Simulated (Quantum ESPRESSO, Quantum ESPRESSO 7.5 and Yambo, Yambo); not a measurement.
# Quasiparticle gap of BN (Qingsongite) in Yambo

Aim: the G0W0 gap of BN (Qingsongite) on PBE, step by step.

Program: Quantum ESPRESSO 7.5 and Yambo 5.3.0. Level of theory: PBE and many-body steps on it, plane waves. Results are calculated unless marked as measured.

Most raw output is cut from this account.

## (1) The structure

It takes space group F-43m (No. 216, cubic). The conventional cell has a = 3.615 Å, b = 3.615 Å, c = 3.615 Å, α = 90.00°, β = 90.00°, γ = 90.00°. Nearest to B lie 4 N at 1.57 Å. N has 4 B at 1.57 Å nearest. Farther neighbours and most contacts between anions are not listed.

As a file:

```cif
data_structure
_symmetry_space_group_name_H-M 'P 1'
_symmetry_Int_Tables_number 1
_cell_length_a 2.5562
_cell_length_b 2.5562
_cell_length_c 2.5562
_cell_angle_alpha 60.000
_cell_angle_beta 60.000
_cell_angle_gamma 60.000
_cell_volume 11.81
loop_
_atom_site_label
_atom_site_type_symbol
_atom_site_fract_x
_atom_site_fract_y
_atom_site_fract_z
_atom_site_occupancy
B1 B 0.00000 0.00000 0.00000 1
N2 N 0.25000 0.25000 0.25000 1
```

The cell and positions come from the Crystallography Open Database and are kept as given unless a step says otherwise.

## (2) Ground state

This step: Quantum ESPRESSO 7.5; DFT, PBE, plane waves, norm-conserving pseudopotentials.

The ground-state density comes first.

File pw.in:

```
&control
  calculation = 'scf'
  prefix = 'x'
  outdir = 'o'
  pseudo_dir = 'pseudo'
/
&system
  ibrav = 0
  nat = 2
  ntyp = 2
  ecutwfc = 72.0
  nbnd = 9
  force_symmorphic = .true.
/
&electrons
  conv_thr = 1e-10
  electron_maxstep = 80
  mixing_beta = 0.5
/
ATOMIC_SPECIES
  B 10.81 B.upf
  N 14.007 N.upf
CELL_PARAMETERS angstrom
  -0.0000000000 1.8075000000 1.8075000000
  1.8075000000 0.0000000000 1.8075000000
  1.8075000000 1.8075000000 -0.0000000000
ATOMIC_POSITIONS crystal
  B 0.0000000000 0.0000000000 0.0000000000
  N 0.2500000000 0.2500000000 0.2500000000
K_POINTS automatic
  10 10 10 0 0 0
```

Launch:

```
OMP_NUM_THREADS=1 mpirun -n 4 pw.x -nk 4 -in pw.in > pw.out
```

Elapsed: 2.3 s, on 4 MPI ranks of Arm Neoverse V1, shared host; peak memory 0.17 GiB.

This step gave:

```yaml
total_energy: -364.7041 eV
gap: 4.535 eV
k_of_the_valence_top: 0, 0, 0
k_of_the_conduction_bottom: 0, -0.5, -0.5
least_direct_gap: 8.878 eV
```

The gap is indirect, with the least direct gap 4.34 eV higher.

## (3) Bands along the symmetry lines

The cheap functional maps the bands first; the places of the edges decide which points the dearer methods must see.

File pw.in:

```
&control
  calculation = 'bands'
  prefix = 'x'
  outdir = 'o'
  pseudo_dir = 'pseudo'
/
&system
  ibrav = 0
  nat = 2
  ntyp = 2
  ecutwfc = 72.0
  nbnd = 10
  force_symmorphic = .true.
/
&electrons
  conv_thr = 1e-9
  electron_maxstep = 80
  diago_full_acc = .true.
  diago_thr_init = 5e-6
/
ATOMIC_SPECIES
  B 10.81 B.upf
  N 14.007 N.upf
CELL_PARAMETERS angstrom
  -0.0000000000 1.8075000000 1.8075000000
  1.8075000000 0.0000000000 1.8075000000
  1.8075000000 1.8075000000 -0.0000000000
ATOMIC_POSITIONS crystal
  B 0.0000000000 0.0000000000 0.0000000000
  N 0.2500000000 0.2500000000 0.2500000000
K_POINTS crystal
  50
  0.00000000 0.00000000 0.00000000 1
  -0.06250000 -0.06250000 0.00000000 1
  -0.12500000 -0.12500000 0.00000000 1
  -0.18750000 -0.18750000 0.00000000 1
  -0.25000000 -0.25000000 0.00000000 1
  -0.31250000 -0.31250000 0.00000000 1
  -0.37500000 -0.37500000 0.00000000 1
  -0.43750000 -0.43750000 0.00000000 1
  -0.50000000 -0.50000000 0.00000000 1
  -0.48437500 -0.48437500 0.03125000 1
  -0.46875000 -0.46875000 0.06250000 1
  -0.45312500 -0.45312500 0.09375000 1
  -0.43750000 -0.43750000 0.12500000 1
  -0.42187500 -0.42187500 0.15625000 1
  -0.40625000 -0.40625000 0.18750000 1
  -0.39062500 -0.39062500 0.21875000 1
  -0.37500000 -0.37500000 0.25000000 1
  -0.37500000 0.00000000 0.37500000 1
  -0.32812500 0.00000000 0.32812500 1
  -0.28125000 0.00000000 0.28125000 1
  -0.23437500 0.00000000 0.23437500 1
  -0.18750000 0.00000000 0.18750000 1
  -0.14062500 0.00000000 0.14062500 1
  -0.09375000 0.00000000 0.09375000 1
  -0.04687500 0.00000000 0.04687500 1
  0.00000000 0.00000000 0.00000000 1
  0.00000000 0.00000000 0.06250000 1
  0.00000000 0.00000000 0.12500000 1
  0.00000000 0.00000000 0.18750000 1
  0.00000000 0.00000000 0.25000000 1
  0.00000000 0.00000000 0.31250000 1
  0.00000000 0.00000000 0.37500000 1
  0.00000000 0.00000000 0.43750000 1
  -0.00000000 -0.00000000 0.50000000 1
  -0.06250000 -0.03125000 0.46875000 1
  -0.12500000 -0.06250000 0.43750000 1
  -0.18750000 -0.09375000 0.40625000 1
  -0.25000000 -0.12500000 0.37500000 1
  -0.31250000 -0.15625000 0.34375000 1
  -0.37500000 -0.18750000 0.31250000 1
  -0.43750000 -0.21875000 0.28125000 1
  -0.50000000 -0.25000000 0.25000000 1
  -0.50000000 -0.28125000 0.21875000 1
  -0.50000000 -0.31250000 0.18750000 1
  -0.50000000 -0.34375000 0.15625000 1
  -0.50000000 -0.37500000 0.12500000 1
  -0.50000000 -0.40625000 0.09375000 1
  -0.50000000 -0.43750000 0.06250000 1
  -0.50000000 -0.46875000 0.03125000 1
  -0.50000000 -0.50000000 0.00000000 1
```

The job ended after 1.4 s (4 MPI ranks; peak memory 0.05 GiB; 5.2 s of CPU time).

This step gave:

```yaml
gap: 4.535 eV
k_of_the_valence_top: 0, 0, 0
k_of_the_conduction_bottom: -0.5, -0.5, 0
least_direct_gap: 8.878 eV
```

The gap is 4.535 eV, as in the run before at this level.

Electronic bands along the path, in eV, zero at the top of the highest filled band; v1 is the highest filled band, c1 the lowest empty one:

```
    point      v4      v3     v2     v1     c1     c2     c3     c4
        Γ  -20.21    0.00   0.00   0.00   8.88   8.88   8.88  10.37
  halfway  -18.25   -3.97  -3.01  -3.01   6.86  11.62  13.48  13.48
        X  -14.62   -8.91  -4.91  -4.91   4.53   9.34  17.91  17.91
  halfway  -14.55   -8.69  -5.96  -4.69   5.49  10.28  17.32  17.54
        U  -14.54   -8.12  -7.66  -4.08   6.98  12.95  15.84  16.68
jump to K  -14.54   -8.12  -7.66  -4.08   6.98  12.95  15.84  16.68
  halfway  -18.03   -5.73  -3.91  -1.12  10.71  10.76  11.24  13.58
        Γ  -20.21    0.00   0.00   0.00   8.88   8.88   8.88  10.37
  halfway  -18.73   -5.47  -1.13  -1.13   9.70  10.40  10.40  13.57
        L  -15.99  -10.68  -1.94  -1.94  10.21  10.78  10.78  15.26
  halfway  -15.29   -9.69  -4.82  -3.45   9.66  11.24  14.40  15.79
        W  -14.31   -7.58  -6.96  -6.50   9.65  13.35  14.61  14.69
  halfway  -14.47   -8.49  -5.77  -5.71   6.58  11.00  16.25  17.43
        X  -14.62   -8.91  -4.91  -4.91   4.53   9.34  17.91  17.91
```

## (4) Empty states on the mesh, 8×8×8 mesh, 30 bands

The sums over transitions need many empty states on a uniform mesh; this step solves for them.

File pw.in:

```
&control
  calculation = 'nscf'
  prefix = 'x'
  outdir = 'o'
  pseudo_dir = 'pseudo'
/
&system
  ibrav = 0
  nat = 2
  ntyp = 2
  ecutwfc = 72.0
  nbnd = 30
  force_symmorphic = .true.
/
&electrons
  conv_thr = 1e-9
  electron_maxstep = 80
  diago_full_acc = .true.
  diago_thr_init = 5e-6
/
ATOMIC_SPECIES
  B 10.81 B.upf
  N 14.007 N.upf
CELL_PARAMETERS angstrom
  -0.0000000000 1.8075000000 1.8075000000
  1.8075000000 0.0000000000 1.8075000000
  1.8075000000 1.8075000000 -0.0000000000
ATOMIC_POSITIONS crystal
  B 0.0000000000 0.0000000000 0.0000000000
  N 0.2500000000 0.2500000000 0.2500000000
K_POINTS automatic
  8 8 8 0 0 0
```

Run time: 2 s. Hardware: 4 MPI ranks; peak memory 0.05 GiB.

This step gave:

- gap: 4.535 eV
- k of the valence top: 0, 0, 0
- k of the conduction bottom: 0, -0.5, -0.5
- least direct gap: 8.878 eV
- k points computed: 29
- lowest point of the top converged band, above the valence top: 80.8824 eV

On this mesh the gap is 4.535 eV.

## (5) Conversion and set-up

This step: Yambo 5.3.0; conversion and set-up on PBE, plane waves, norm-conserving pseudopotentials.

The states are converted to the many-body program's format and the q mesh is built.

Launch:

```
(cd o/x.save; p2y > p2y.log; mv SAVE ../..); yambo > setup.log
```

It took 2 s on 1 MPI rank; peak memory 0.23 GiB.

## (6) Screening and self-energy, 8×8×8 mesh, 30 bands, screening to 129.3 eV

G0W0 replaces the xc potential by the self-energy, built once from these orbitals. Only a window of levels is corrected, while the sums run over the empty bands that the input names.

This step: G0W0 on PBE, plane waves, norm-conserving pseudopotentials.

File gw1.in:

```
HF_and_locXC
gw0
dyson
ppa
em1d
rim_cut
RandQpts= 1000000
RandGvec= 1 RL
EXXRLvcs= 72 Ry
VXCRLvcs= 288 Ry
Chimod= "HARTREE"
% BndsRnXp
 1 | 30 |
%
NGsBlkXp= 9.5 Ry
% LongDrXp
 1 | 1 | 1 |
%
% GbndRnge
 1 | 30 |
%
DysSolver= "n"
ExtendOut
PPAPntXp= 27.21138 eV
% QPkrange
 1 | 29 | 2 | 6 |
%
```

Launch:

```
OMP_NUM_THREADS=1 mpirun -n 4 yambo -F gw1.in -J gw1 -C gw1 > gw1.log
```

Run time: 2.2 min. Hardware: 4 MPI ranks; peak memory 1.3 GiB; 8.9 min of CPU time.

This step gave:

```
G0W0 gap on the mesh                         : 5.879 eV
starting gap on the mesh                     : 4.535 eV
k of the valence top                         : 0, 0, 0
k of the conduction bottom                   : 0, -0.5, -0.5
least direct G0W0 gap on the computed points : 10.87 eV
Z at the valence top                         : 0.8301
Z at the conduction bottom                   : 0.8555
```

The gap on the mesh goes from 4.53 eV to 5.88 eV, a correction of +1.34 eV.

Limits: finite bands, cutoff and mesh. v1 is the top filled band, c1 the lowest empty one. Levels before and after the correction, in eV, zero at the valence-band top of each column:

```
           conduction bottom  valence top
Kohn-Sham               4.53         0.00
     G0W0               5.88         0.00
```

```
                         level  energy (eV)
Kohn-Sham              Γ v3-v1        0.000
Kohn-Sham              Γ c1-c2        8.878
Kohn-Sham     (0 -0.5 -0.5) v3       -8.907
Kohn-Sham  (0 -0.5 -0.5) v2-v1       -4.907
Kohn-Sham     (0 -0.5 -0.5) c1        4.535
Kohn-Sham     (0 -0.5 -0.5) c2        9.342
     G0W0              Γ v3-v1        0.000
     G0W0              Γ c1-c2       10.866
     G0W0     (0 -0.5 -0.5) v3      -10.002
     G0W0  (0 -0.5 -0.5) v2-v1       -5.463
     G0W0     (0 -0.5 -0.5) c1        5.879
     G0W0     (0 -0.5 -0.5) c2       10.845
```

## (7) Where the time went

Times are wall times on the hardware named with each run, good to a factor of about two.

```
                          step     time  share  memory (GiB)
                  ground state    2.3 s    2 %          0.17
bands along the symmetry lines    1.4 s    1 %          0.05
      empty states on the mesh      2 s    1 %          0.05
         conversion and set-up      2 s    1 %          0.23
     screening and self-energy  2.2 min   95 %           1.3
```

## (8) What came out

| Quantity | Value |
| --- | --- |
| PBE gap | 4.53 eV, indirect |
| G0W0 gap on the mesh | 5.88 eV |
| GW settings | 8×8×8 mesh, 30 bands, screening to 129.3 eV, Godby-Needs plasmon pole |
| known limits | not at the basis limit |

In words: G0W0 moves the gap on the mesh from 4.53 eV to 5.88 eV (+1.34 eV), with Z of 0.83 and 0.86 at the edges. The dearest step here is «screening and self-energy». Bands and cutoff are finite, so the gap is not at the basis limit. The miss can reach some tenths of an eV and take either sign; the mesh is an error of its own.

[Paths, hosts, dates, memory and timing lines, banners, echoed tables and standing remarks are left out of the program output.]

[Logs are printed without paths, hosts, clocks, repeated set-up lines and the standing remarks that a program may print on its own settings, such as how far it seeks lower states.]

[Runs of the session that timed out or met a known fault of the program may be left out.]

[Hosts, paths, dates, database ids (printed as entryN), source tags and the programs' standing remarks are cut or masked in the printed files.]
